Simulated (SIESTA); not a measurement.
**Worked example: self-consistent single point of a (100) slab of LiI (cut from a parent of space group no. 225; 8 atoms in the cell) in SIESTA**

Method: GGA PBE, numerical atomic orbitals DZP, PseudoDojo PBE standard norm-conserving potentials (rewritten from UPF to PSML) in SIESTA.

Input:

```
# files in the folder: I.psml Li.psml (PseudoDojo PBE standard)
SystemName  LiI
SystemLabel lii

NumberOfAtoms                8
NumberOfSpecies              2
%block ChemicalSpeciesLabel
  1 53 I
  2 3 Li
%endblock ChemicalSpeciesLabel
LatticeConstant              1.0 Ang
%block LatticeVectors
     4.278067000    0.000000000    0.000000000
    -4.278067000    4.278067000    0.000000000
     0.000000000    0.000000000   23.075093000
%endblock LatticeVectors
AtomicCoordinatesFormat      Ang
%block AtomicCoordinatesAndAtomicSpecies
     0.000000000    0.000000000    6.999990987  1
    -2.139033500    2.139033500   10.024997229  1
     0.000000000    0.000000000   13.050095771  1
    -2.139033500    2.139033500   16.075102013  1
     0.000000000    0.000000000   10.024997229  2
    -2.139033500    2.139033500    6.999990987  2
     0.000000000    0.000000000   16.075102013  2
    -2.139033500    2.139033500   13.050095771  2
%endblock AtomicCoordinatesAndAtomicSpecies

XC.functional                GGA
XC.authors                   PBE
PAO.BasisSize                DZP
PAO.EnergyShift              0.01 Ry
PAO.Polarization.NonPerturbative true
MeshCutoff                   300 Ry
%block kgrid.MonkhorstPack
    7   0   0  0.0
    0   7   0  0.0
    0   0   1  0.0
%endblock kgrid.MonkhorstPack
OccupationFunction           FD
ElectronicTemperature        50.0 meV

MaxSCFIterations             150
SCF.Mixer.Method             Broyden
SCF.Mixer.Weight             0.2
SCF.Mixer.History            8
SCF.DM.Tolerance             1.0E-04
Diag.ParallelOverK           true
WriteForces                  true
```

The program printed (abridged):

```
reinit: Reading from file input.fdf

reinit: System Name: LiI
reinit: System Label: lii

coor:   Atomic-coordinates input format  =     Cartesian coordinates
coor:                                          (in Angstroms)

siesta: Atomic coordinates (Bohr) and species
siesta:      0.00000   0.00000  13.22807  1        1
siesta:     -4.04219   4.04219  18.94450  1        2
siesta:      0.00000   0.00000  24.66111  1        3
siesta:     -4.04219   4.04219  30.37754  1        4
siesta:      0.00000   0.00000  18.94450  2        5
siesta:     -4.04219   4.04219  13.22807  2        6
siesta:      0.00000   0.00000  30.37754  2        7
siesta:     -4.04219   4.04219  24.66111  2        8

siesta: System type = slab

initatomlists: Number of atoms, orbitals, and projectors:      8    76   160

siesta: ******************** Simulation parameters ****************************
redata: Spin configuration                          = none
redata: Time-Reversal Symmetry                      = T
redata: Number of Atomic Species                    =        2
redata: Mesh Cutoff                                 =   300.0000 Ry
redata: Net charge of the system                    =     0.0000 |e|
redata: Min. number of SCF Iter                     =        0
redata: Max. number of SCF Iter                     =      150
redata: SCF convergence failure will abort job
redata: SCF mix quantity                            = Hamiltonian
redata: Mix DM or H after convergence               =   F
redata: Recompute H after scf cycle                 =   F
redata: Mix DM in first SCF step                    =   T
redata: No kicks to SCF
redata: DM Mixing Weight for Kicks                  =     0.5000
redata: Require Harris convergence for SCF          =   F
redata: Harris energy tolerance for SCF             =     0.000100 eV
redata: Require DM convergence for SCF              =   T
redata: DM tolerance for SCF                        =     0.000100
redata: Require EDM convergence for SCF             =   F
redata: EDM tolerance for SCF                       =     0.001000 eV
redata: Require H convergence for SCF               =   T
redata: Hamiltonian tolerance for SCF               =     0.001000 eV
redata: Require (free) Energy convergence for SCF   =   F
redata: (free) Energy tolerance for SCF             =     0.000100 eV
redata: Using DFT-D3 dispersion                     =   F
redata: Using Saved Data (generic)                  =   F
redata: Method of Calculation                       = Diagonalization
redata: Electronic Temperature                      =   580.2259 K
redata: Number of TDED substeps                     =        3
redata: Dynamics option                             = Single-point calculation
redata: Save all siesta data in one NC              =   F
redata: ***********************************************************************

%block SCF.Mixers
  Broyden
%endblock SCF.Mixers

%block SCF.Mixer.Broyden
  # Mixing method
  method broyden

  # Mixing options
  weight 0.2000
  weight.linear 0.2000
  weight.prime 0.2000
  history 8
%endblock SCF.Mixer.Broyden

DM_history_depth set to one: no extrapolation allowed by default for geometry relaxation
Size of DM history Fstack: 1
Total number of electrons:    40.000000
Total ionic charge:    40.000000

* ProcessorY, Blocksize:    1  64

* Orbital distribution balance (max,min):    76    76

 Kpoints in:           28 . Kpoints trimmed:           25

siesta: k-grid: Number of k-points = 25
siesta: k-points from Monkhorst-Pack grid
siesta: k-cutoff (effective) =    11.538 Ang
siesta: k-point supercell and displacements
siesta: k-grid:     7     0     0      0.000
siesta: k-grid:     0     7     0      0.000
siesta: k-grid:     0     0     1      0.000

diag: Algorithm                                     = D&C
diag: Parallel over k                               =   F
diag: Use parallel 2D distribution                  =   F
diag: Parallel block-size                           = 64
diag: Parallel distribution                         =     1 x     1
diag: Used triangular part                          = Lower
diag: Absolute tolerance                            =  0.100E-15
diag: Orthogonalization factor                      =  0.100E-05
diag: Memory factor                                 =  1.0000

superc: Internal auxiliary supercell:     5 x     5 x     1  =      25
superc: Number of atoms, orbitals, and projectors:    200   1900   4000

                        Single-point calculation

superc: Internal auxiliary supercell:     5 x     5 x     1  =      25
superc: Number of atoms, orbitals, and projectors:    200   1900   4000

outcell: Unit cell vectors (Ang):
        4.278067    0.000000    0.000000
       -4.278067    4.278067    0.000000
        0.000000    0.000000   23.075093

outcell: Cell vector modules (Ang)   :    4.278067    6.050100   23.075093
outcell: Cell angles (23,13,12) (deg):     90.0000     90.0000    135.0000
outcell: Cell volume (Ang**3)        :    422.3171
new_DM -- step:     1
Initializing Density Matrix...

Attempting to read DM from file... Failed...
DM filled with atomic data:

InitMesh: MESH = 48 x 60 x 288 = 829440
InitMesh: Mesh cutoff (required, used) =   300.000   369.673 Ry

stepf: Fermi-Dirac step function

        iscf     Eharris(eV)        E_KS(eV)     FreeEng(eV)     dDmax    Ef(eV) dHmax(eV)
   scf:    1    -2201.622573    -2196.521747    -2196.521747  0.670682 -3.024440  1.578416
   scf:    2    -2196.780205    -2196.670842    -2196.670842  0.024156 -2.967281  0.479757
   scf:    3    -2196.747919    -2196.713470    -2196.713470  0.017989 -2.972719  0.194902
   scf:    4    -2196.739363    -2196.728997    -2196.728997  0.017460 -3.018025  0.110895
   scf:    5    -2196.729975    -2196.729556    -2196.729556  0.003246 -3.043523  0.059919
   scf:    6    -2196.729713    -2196.729641    -2196.729641  0.005186 -3.064410  0.023903
   scf:    7    -2196.729663    -2196.729657    -2196.729657  0.000277 -3.067272  0.003539
   scf:    8    -2196.729658    -2196.729657    -2196.729657  0.000070 -3.067526  0.001345
   scf:    9    -2196.729658    -2196.729658    -2196.729658  0.000038 -3.067646  0.000965

SCF Convergence by DM+H criterion
max |DM_out - DM_in|         :     0.0000379393
max |H_out - H_in|      (eV) :     0.0009650678
SCF cycle converged after 9 iterations

Using DM_out to compute the final energy and forces

siesta: E_KS(eV) =            -2196.7297

siesta: E_KS - E_eggbox =     -2196.7297

siesta: Atomic forces (eV/Ang):
     1   -0.000000   -0.000000   -0.124108
     2    0.000000   -0.000000   -0.016066
     3    0.000000   -0.000000    0.016066
     4    0.000000   -0.000000    0.124108
     5    0.000000    0.000000   -0.074634
     6    0.000000   -0.000000    0.243728
     7   -0.000000    0.000000   -0.243728
     8    0.000000   -0.000000    0.074634
   Tot    0.000000   -0.000000   -0.000000
   Max    0.243728
   Res    0.081973    sqrt( Sum f_i^2 / 3N )
   Max    0.243728    constrained

Stress tensor Voigt[x,y,z,yz,xz,xy] (kbar):        6.47        6.51        2.99        0.00       -0.00        0.10
(Free)E + p*V (eV/cell)    -2198.1331
Target enthalpy (eV/cell)    -2196.7297

siesta: Program's energy decomposition (eV):
siesta: Ebs     =      -715.457536
siesta: Eions   =      2928.123050
siesta: Ena     =       711.997171
siesta: Ekin    =       907.127928
siesta: Enl     =      -287.018638
siesta: Eso     =         0.000000
siesta: Edftu   =         0.000000
siesta: DEna    =        16.578739
siesta: DUscf   =         0.238580
siesta: DUext   =         0.000000
siesta: Ex      =      -565.260233
siesta: Ec      =       -52.270153
siesta: Exc     =      -617.530387
siesta: Eharris =     -2196.729658
siesta: Etot    =     -2196.729658
siesta: FreeEng =     -2196.729658

siesta: Atomic forces (eV/Ang):
siesta:      1   -0.000000   -0.000000   -0.124108
siesta:      2    0.000000   -0.000000   -0.016066
siesta:      3    0.000000   -0.000000    0.016066
siesta:      4    0.000000   -0.000000    0.124108
siesta:      5    0.000000    0.000000   -0.074634
siesta:      6    0.000000   -0.000000    0.243728
siesta:      7   -0.000000    0.000000   -0.243728
siesta:      8    0.000000   -0.000000    0.074634
siesta: ----------------------------------------
siesta:    Tot    0.000000   -0.000000   -0.000000

siesta: Stress tensor (static) (eV/Ang**3):
siesta:     0.004037    0.000061   -0.000000
siesta:     0.000061    0.004065    0.000000
siesta:    -0.000000    0.000000    0.001868

siesta: Cell volume =        422.317058 Ang**3

siesta: Pressure (static):
siesta:                Solid            Molecule  Units
siesta:          -0.00003620         -0.00002922  Ry/Bohr**3
siesta:          -0.00332328         -0.00268301  eV/Ang**3
siesta:          -5.32448228         -4.29865911  kBar

siesta: Electric dipole (a.u.)  =    0.000000    0.000000    0.000000
siesta: Electric dipole (Debye) =    0.000000    0.000000    0.000000
```

The run converged in 9 iterations.

The starting cell has typed, rounded lattice constants, without a prior relaxation at this level. The slab is cut from that crystal, and its faces are unrelaxed. Its lattice was rescaled by up to half a per cent. Spin polarisation is off, though cut faces can carry moments; a gap of a slab can lie between surface states. Values carry the incompleteness of an atom-centred basis.

Cost on one core of a shared machine: roughly 50 s.
